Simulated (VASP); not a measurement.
# Y: elastic constants with LDA

Crystal: Y.

```
Y
1.0
     3.64257    0.00000    0.00000
    -1.82128    3.15456    0.00000
     0.00000    0.00000    5.87916
Y
2
Direct
  0.33333 0.66667 0.25000
  0.66667 0.33333 0.75000
```

* Program: VASP 6.6.1
* Task: elastic constants
* Functional: LDA
* Potentials or basis: VASP PAW LDA potentials, release 64 (Y_sv)
* Cutoff: 600 eV
* k mesh: 15 × 15 × 8
* Occupations: gaussian, width 0.1 eV
* Spin: no spin polarisation
* Ions in elastic constants: relaxed
* Further INCAR settings: ALGO = Normal; EDIFF = 1e-08; IBRION = 6; POTIM = 0.015; NSW = 1; ISIF = 3

- Relaxed volume: 29.83 Å³/atom
- Relaxed cell: a = 3.539 Å, b = 3.539 Å, c = 5.503 Å, α = 90.00°, β = 90.00°, γ = 120.00°
- Space group after relaxing (to 0.05 Å): P6_3/mmc (No. 194)
- Voigt bulk modulus: 45 GPa
- Highest phonon frequency at Γ: 153 cm⁻¹

Step by step:
```tsv
step	energy change (eV)	largest force (eV/Å)	pressure (GPa)	volume (Å³)
1	0.0000	0.0000	-4.65	67.56
2	-0.1309	0.0000	0.95	58.40
3	-0.1337	0.0000	0.12	59.45
4	-0.1337	0.0000	0.00	59.60
5	-0.1354	0.0000	-0.04	59.68
6	-0.1361	0.0000	-0.08	59.78
7	-0.1361	0.0000	-0.07	59.77
8	-0.1361	0.0000	-0.08	59.77
9	-0.1361	0.0000	0.04	59.61
10	-0.1361	0.0000	0.00	59.67
11	-0.1361	0.0000	0.00	59.67
```

Final structure:
```
CELL_PARAMETERS angstrom
3.53860 0.00000 0.00000
-1.76930 3.06451 0.00000
0.00000 0.00000 5.50253
ATOMIC_POSITIONS crystal
Y 0.33333 0.66667 0.25000
Y 0.66667 0.33333 0.75000
```

Phonon frequencies in cm⁻¹ (negative: imaginary):
| q point | frequencies |
| --- | --- |
| (0.000, 0.000, 0.000) | 0 0 0 91 91 153 |

Elastic tensor in Voigt notation (GPa, in the Cartesian axes of the cell as first typed):
```
78 25 27  0  0  0
25 78 27  0  0  0
27 27 88  0  0  0
 0  0  0 26  0  0
 0  0  0  0 26  0
 0  0  0  0  0 26
```

Clamped-ion elastic tensor (GPa):
```
82 21 27  0  0  0
21 82 27  0  0  0
27 27 88  0  0  0
 0  0  0 26  0  0
 0  0  0  0 26  0
 0  0  0  0  0 31
```

It took 36 min on 1 thread of Intel(R) Xeon(R) 6975P-C (Granite Rapids), with other jobs on the host, peak memory 0.96 GiB.
